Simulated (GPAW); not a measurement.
The system is LiCl.

```
CELL_PARAMETERS angstrom
0.00000 2.56477 2.56477
2.56477 0.00000 2.56477
2.56477 2.56477 0.00000
ATOMIC_POSITIONS crystal
Cl 0.50000 0.50000 0.50000
Li 0.00000 0.00000 0.00000
```

Base run:

- Program: GPAW 26.7.0
- Functional: rSCAN
- Potentials or basis: GPAW PAW data sets (gpaw-data 1.2.1)
- Cutoff: 800 eV
- Basis: pw
- k mesh: 7 × 7 × 7
- Occupations: fermi-dirac, width 0.05 eV
- Spin: no spin polarisation

Its results: band gap on the k mesh 7.16 eV, direct; pressure -0.2 GPa.

Problem. The run is repeated on the same cell with these changes: functional from rSCAN to M06-L. What comes out?

Solution. Band gap on the k mesh 7.04 eV, direct; pressure 2.6 GPa.

Caveats: the PAW data sets were made with another functional, which shifts forces and pressure a little.
